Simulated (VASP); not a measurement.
Computed with PBE GGA, VASP's PBE PAW potentials (set 64) (plane waves; VASP).

VASP ran on this input.

INCAR:
```
SYSTEM = ZrO2
PREC = Accurate
ENCUT = 520
EDIFF = 1E-6
NELM = 100
ALGO = Normal
LREAL = .FALSE.
LASPH = .TRUE.
ISMEAR = 0
SIGMA = 0.05
GGA = PE
LMAXMIX = 4
LWAVE = .FALSE.
LCHARG = .FALSE.
IBRION = 2
ISIF = 3
NSW = 60
EDIFFG = -0.02
```

KPOINTS:
```
Regular mesh
0
Gamma
 7 7 7
0 0 0
```

### POSCAR
```
ZrO2
1.0
  0.0000000000   2.5591991735   2.5591991735
  2.5591991735   0.0000000000   2.5591991735
  2.5591991735   2.5591991735   0.0000000000
Zr O
1 2
direct
  0.0000000000   0.0000000000   0.0000000000
  0.2500000000   0.2500000000   0.2500000000
  0.7500000000   0.7500000000   0.7500000000
```

POTCAR, in this order: Zr_sv O (PBE.64 set). Program: vasp_std.

The resulting files:

OSZICAR:
```
       N       E                     dE             d eps       ncg     rms          rms(c)
DAV:   1     0.193006794178E+03    0.19301E+03   -0.14849E+04   640   0.155E+03
DAV:   2    -0.268054901508E+02   -0.21981E+03   -0.21588E+03   824   0.387E+02
DAV:   3    -0.347777235654E+02   -0.79722E+01   -0.79653E+01  1000   0.749E+01
DAV:   4    -0.349509824684E+02   -0.17326E+00   -0.17325E+00   896   0.817E+00
DAV:   5    -0.349534592581E+02   -0.24768E-02   -0.24768E-02   856   0.887E-01    0.240E+01
DAV:   6    -0.286510653776E+02    0.63024E+01   -0.36922E+01   720   0.468E+01    0.953E+00
DAV:   7    -0.285953903524E+02    0.55675E-01   -0.14288E+00   880   0.982E+00    0.596E+00
DAV:   8    -0.285662431375E+02    0.29147E-01   -0.17711E-01   840   0.437E+00    0.459E-01
DAV:   9    -0.285671139530E+02   -0.87082E-03   -0.14443E-02   864   0.890E-01    0.329E-01
DAV:  10    -0.285683001866E+02   -0.11862E-02   -0.48147E-03   752   0.707E-01    0.134E-01
DAV:  11    -0.285683282563E+02   -0.28070E-04   -0.15780E-03   864   0.327E-01    0.132E-01
DAV:  12    -0.285682716942E+02    0.56562E-04   -0.32933E-04   728   0.143E-01    0.464E-03
DAV:  13    -0.285682734019E+02   -0.17077E-05   -0.12105E-05   800   0.255E-02    0.390E-03
DAV:  14    -0.285682736459E+02   -0.24395E-06   -0.22742E-06   696   0.103E-02
   1 F= -.28568274E+02 E0= -.28568274E+02  d E =-.285683E+02
```

File OUTCAR:
```
------------------------ aborting loop because EDIFF is reached ----------------------------------------
  FORCE on cell =-STRESS in cart. coord.  units (eV):
  Direction    XX          YY          ZZ          XY          YZ          ZX
  --------------------------------------------------------------------------------------
  Total       -0.0137643     -0.0137643     -0.0137643     -0.0000000     -0.0000000      0.0000000
  in kB       -0.6578421     -0.6578421     -0.6578421     -0.0000000     -0.0000000      0.0000000
  external PRESSURE =      -0.6578421 kB  Pullay stress =       0.0000000 kB
  volume of cell :       33.52
      direct lattice vectors                 reciprocal lattice vectors
     0.000000000  2.559199174  2.559199174    -0.195373617  0.195373617  0.195373617
     2.559199174  0.000000000  2.559199174     0.195373617 -0.195373617  0.195373617
     2.559199174  2.559199174  0.000000000     0.195373617  0.195373617 -0.195373617
 POSITION                                       TOTAL-FORCE (eV/Angst)
 -----------------------------------------------------------------------------------
      0.00000      0.00000      0.00000         0.000000      0.000000     -0.000000
      1.27960      1.27960      1.27960        -0.000000     -0.000000      0.000000
      3.83880      3.83880      3.83880         0.000000      0.000000      0.000000
 -----------------------------------------------------------------------------------
    total drift:                                0.000000      0.000000      0.000000
  FREE ENERGIE OF THE ION-ELECTRON SYSTEM (eV)
  ---------------------------------------------------
  free  energy   TOTEN  =       -28.5682736459 eV

  energy  without entropy=      -28.5682736459  energy(sigma->0) =      -28.56827365

 reached required accuracy - stopping structural energy minimisation
```
(Selected blocks of OUTCAR.)

The compound is ZrO2 in the fluorite structure, the high-temperature cubic form, which is unstable at 0 K; the monoclinic form is the stable one. It was relaxed first. The start is the result of an earlier pass.
